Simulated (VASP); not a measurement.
# Ag: band structure with PBEsol0

The system is Ag.

```
CELL_PARAMETERS angstrom
0.00000 2.04275 2.04275
2.04275 0.00000 2.04275
2.04275 2.04275 0.00000
ATOMIC_POSITIONS crystal
Ag 0.00000 0.00000 0.00000
```

```
Program                            : VASP 6.6.1
Task                               : band structure
Functional                         : PBEsol0
Potentials or basis                : VASP PAW PBE potentials, release 64 (Ag)
Cutoff                             : 520 eV
k mesh                             : 6 × 6 × 6
Occupations                        : fermi-dirac, width 0.05 eV
Spin                               : no spin polarisation
Grid for exact exchange (PRECFOCK) : Fast
Exchange at q = 0                  : truncated
Further INCAR settings             : ALGO = Normal; EDIFF = 1e-06; NBANDS = 12
```

The pressure is -0.7 GPa and the band gap along the path is none (metal or under the smearing width).

Levels at the corners of the path, in eV from the Fermi level:
| point | band 1 | band 2 | band 3 | band 4 | band 5 | band 6 | band 7 | band 8 | band 9 | band 10 |
| --- | --- | --- | --- | --- | --- | --- | --- | --- | --- | --- |
| Γ | -8.87 | -6.15 | -6.15 | -6.15 | -5.06 | -5.06 | 17.74 | 21.52 | 21.52 | 21.52 |
| X | -7.87 | -7.74 | -4.21 | -3.87 | -3.87 | 2.65 | 8.34 | 12.32 | 12.32 | 19.05 |
| X | -7.87 | -7.74 | -4.21 | -3.87 | -3.87 | 2.65 | 8.34 | 12.32 | 12.32 | 19.05 |
| W | -7.07 | -6.38 | -6.38 | -5.01 | -3.88 | 7.32 | 7.32 | 8.72 | 9.60 | 24.75 |
| W | -7.07 | -6.38 | -6.38 | -5.01 | -3.88 | 7.32 | 7.32 | 8.72 | 9.60 | 24.75 |
| K | -7.41 | -6.94 | -5.27 | -4.78 | -4.20 | 5.54 | 6.69 | 8.69 | 14.55 | 18.70 |
| K | -7.41 | -6.94 | -5.27 | -4.78 | -4.20 | 5.54 | 6.69 | 8.69 | 14.55 | 18.70 |
| Γ | -8.87 | -6.15 | -6.15 | -6.15 | -5.06 | -5.06 | 17.74 | 21.52 | 21.52 | 21.52 |
| Γ | -8.87 | -6.15 | -6.15 | -6.15 | -5.06 | -5.06 | 17.74 | 21.52 | 21.52 | 21.52 |
| L | -7.75 | -6.18 | -6.18 | -4.12 | -4.12 | -0.32 | 4.86 | 16.90 | 19.86 | 19.86 |
| L | -7.75 | -6.18 | -6.18 | -4.12 | -4.12 | -0.32 | 4.86 | 16.90 | 19.86 | 19.86 |
| U | -7.41 | -6.94 | -5.27 | -4.78 | -4.20 | 5.54 | 6.69 | 8.69 | 14.55 | 18.70 |
| U | -7.41 | -6.94 | -5.27 | -4.78 | -4.20 | 5.54 | 6.69 | 8.69 | 14.55 | 18.70 |
| W | -7.07 | -6.38 | -6.38 | -5.01 | -3.88 | 7.32 | 7.32 | 8.72 | 9.60 | 24.75 |
| W | -7.07 | -6.38 | -6.38 | -5.01 | -3.88 | 7.32 | 7.32 | 8.72 | 9.60 | 24.75 |
| L | -7.75 | -6.18 | -6.18 | -4.12 | -4.12 | -0.32 | 4.86 | 16.90 | 19.86 | 19.86 |
| L | -7.75 | -6.18 | -6.18 | -4.12 | -4.12 | -0.32 | 4.86 | 16.90 | 19.86 | 19.86 |
| K | -7.41 | -6.94 | -5.27 | -4.78 | -4.20 | 5.54 | 6.69 | 8.69 | 14.55 | 18.70 |
| U | -7.41 | -6.94 | -5.27 | -4.78 | -4.20 | 5.54 | 6.69 | 8.69 | 14.55 | 18.70 |
| X | -7.87 | -7.74 | -4.21 | -3.87 | -3.87 | 2.65 | 8.34 | 12.32 | 12.32 | 19.05 |

Run time: 12 min on 1 thread of Intel(R) Xeon(R) 6975P-C (Granite Rapids) (shared host), peak memory 0.16 GiB.

Caveat: the k mesh is coarse (spacing up to 0.44 Å⁻¹), so the values aren't converged, least of all with exact exchange; the PAW data sets were made with another functional, which shifts forces and pressure a little.
